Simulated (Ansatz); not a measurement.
## Which way does ZnS + SnSe ⇌ ZnSe + SnS run?

Plane-wave DFT in Ansatz with scalar-relativistic PAW potentials, cutoff 420 eV, Γ-centred meshes chosen by cell and gap, Gaussian smearing with energies taken to zero width. Every cell was relaxed (cell and atoms) in a run of its own, within the symmetry of its start. Functional: PBE+D3(BJ).

Total energies hold large constants for each element; a whole number of eV per atom of each element is taken off below, which cancels in a balanced reaction.

| compound | lowest structure computed | structures tried | V (Å³/atom) | gap on mesh (eV) | E (eV per formula unit, common shift removed) |
| --- | --- | --- | --- | --- | --- |
| ZnS | F-43m | 5 | 19.41 | 2.18 | -2.3489 |
| SnSe | Pnma | 4 | 26.25 | 0.57 | -1.8793 |
| ZnSe | F-43m | 2 | 22.60 | 1.32 | -2.1713 |
| SnS | Pnma | 6 | 23.75 | 0.84 | -1.8570 |

**Question.** Work out the reaction energy at 0 K.

**Answer.** ΔE = E(ZnSe) + E(SnS) − E(ZnS) − E(SnSe) = 0.200 eV, or 19 kJ per mole of reaction (50 meV/atom). The left side is lower: Zn takes S and Sn takes Se. All four are computed as solids; where they are solids at ordinary conditions entropy changes little. A lower structure that wasn't tried would shift the value, and mixed crystals may lie lower than either side.